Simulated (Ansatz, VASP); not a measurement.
**Ru: VASP beside Ansatz**

```
CELL_PARAMETERS angstrom
-1.52696 1.52696 1.52696
1.52696 -1.52696 1.52696
1.52696 1.52696 -1.52696
ATOMIC_POSITIONS crystal
Ru 0.00000 0.00000 0.00000
```

Alike in both runs: functional PBE; k mesh 18 × 18 × 18; occupations fermi-dirac, width 0.05 eV; no spin polarisation.

Ansatz relaxed the structure, and its values are those at the end. VASP's run is a single point on that final structure, the one shown.

|  | VASP | Ansatz |
| --- | --- | --- |
| version | VASP 6.6.1 | Ansatz 0.2.0 |
| potentials or method | VASP PAW PBE potentials, release 64 (Ru_pv), cutoff 520 eV | all-electron LAPW, scalar-relativistic |

```csv
,VASP,Ansatz,Ansatz less VASP
pressure (GPa),-0.3,-0.3,+0.02
```

Ansatz ran all-electron here, so the differences hold the error of VASP's frozen core and of both bases.
